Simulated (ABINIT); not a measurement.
This ABINIT 10.8.3 (patched build) run on BeS needs a look.

File run.abi:

```
# Pseudopotentials
pp_dirpath "./"
pseudos "S.GGA_PBE-JTH.xml, Be.GGA_PBE-JTH.xml"

# Structure
acell 6.4807550629 6.4807550629 6.4807550629
rprim
     0.0000000000     0.7071067812     0.7071067812
     0.7071067812     0.0000000000     0.7071067812
     0.7071067812     0.7071067812     0.0000000000
ntypat 2
znucl 16 4
natom 2
typat 1 2
xred
     0.7500000000     0.7500000000     0.7500000000
     0.0000000000     0.0000000000     0.0000000000

# Plane-wave basis
ecut 24.0
pawecutdg 46.0
pawxcdev 0

# k points
kptopt 1
ngkpt 9 9 9
nshiftk 1
shiftk 0.0 0.0 0.0

# Exchange and correlation
ixc 55

# Bands and occupations
nband 9
occopt 3
tsmear 0.00183747

# SCF cycle
nstep 75
tolvrs 1.0e-9

# Output
iomode 3
prtwf 0
prtden 0
prteig 0
prtebands 0
```

Potentials or basis: JTH PAW PBE v2.0.

Launch:

```console
$ abinit run.abi > log 2>&1
```

run.abo:

```text
.Version 10.8.3 of ABINIT
 Symmetries : space group F-4 3 m (#216); Bravais cF (face-center cubic)
================================================================================
 Values of the parameters that define the memory need of the present run
     intxc =       0    ionmov =       0      iscf =      17    lmnmax =       8
     lnmax =       4     mgfft =      30  mpssoang =       2    mqgrid =    3001
     natom =       2  nloc_mem =       2    nspden =       1   nspinor =       1
    nsppol =       1      nsym =      24    n1xccc =       1    ntypat =       2
    occopt =       3   xclevel =       0
       mpw =        1092          nfft =       27000          nkpt =          35
[... 47 lines left out ...]

 chkinp: Checking input parameters for consistency.

 chkint_prt: ERROR -
  The value of the input variable ixc is 55, while it must be
  equal to one of the following: 0 1 2 3 4 5 6 7 8 9 10 11 12 13 14 15 16 17 20 21 22 23 24 26 27 31 32 33 34 35 40 41 42 50 51 60
  or it must be smaller or equal to 0.
  Action: you should change the input variable ixc.

Checking consistency of input data against itself revealed some problem(s).
So, stopping. The details of the problem(s) are given in the error file or the standard output file (= "log" file).
In parallel, the details might not even be printed there. Then, try running in sequential to see the details.

--- !ERROR
message: |
    Checking consistency of input data against itself gave 1 inconsistency.
    The details of the problem can be FOUND ABOVE (or in output or log file).
    In parallel, the details might not even be printed there. Then, try running in sequential to see the details.
...
```

Q: Diagnose the run.

A: The input was rejected before any iteration. The input holds a flaw that was put in on purpose: unknown functional number (ixc = 55).
